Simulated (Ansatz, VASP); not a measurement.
## GaP: changing spin-orbit coupling

The cell as given:

```
Ga P
1.0
     0.00000    2.72525    2.72525
     2.72525    0.00000    2.72525
     2.72525    2.72525    0.00000
Ga P
1 1
Direct
  0.00000 0.00000 0.00000
  0.75000 0.75000 0.75000
```

Kept alike: task relaxation of cell and atoms; functional PBEsol; k mesh 6 × 6 × 6; occupations fermi-dirac, width 0.05 eV. Program: Ansatz, potentials by row: all-electron LAPW, scalar-relativistic (off); all-electron LAPW, relativistic spinors (on). The mesh is that of the run's cell of 2 atoms.

| spin-orbit coupling | band gap (eV) | volume (Å³/atom) |
| --- | --- | --- |
| off | 1.498 | 20.110 |
| on | 1.469 | 20.106 |

Gaps hold for each row's own relaxed cell. The relaxations keep at least the cell's symmetry (F-43m). Relaxations stop with a little pressure left, so the last digits of a volume or edge aren't settled. A gap read on the mesh alone can miss an edge between its points.

Question: What does spin-orbit coupling change here?

Answer: The band gap runs from 1.469 (on) to 1.498 eV (off). Spin-orbit coupling splits p and d bands at the edges, and the more so the heavier the atoms. Measured: 2.34 eV at 10 K (arxiv:1810.01194); nearest off, 0.842 eV off. Semilocal gaps fall short of quasiparticle gaps. The volume runs from 20.106 (on) to 20.110 Å³/atom (off). Measured: 20.24 Å³/atom (pmc:10995952, doi:10.1021/acs.cgd.3c01337); nearest off; on, 0.13 Å³/atom off. The runs are for a static lattice. A twin series (VASP, PBE PAW files Ga_d, P, 600 eV) moves it by -0.0019 between off and on, against -0.0037 Å³/atom here.
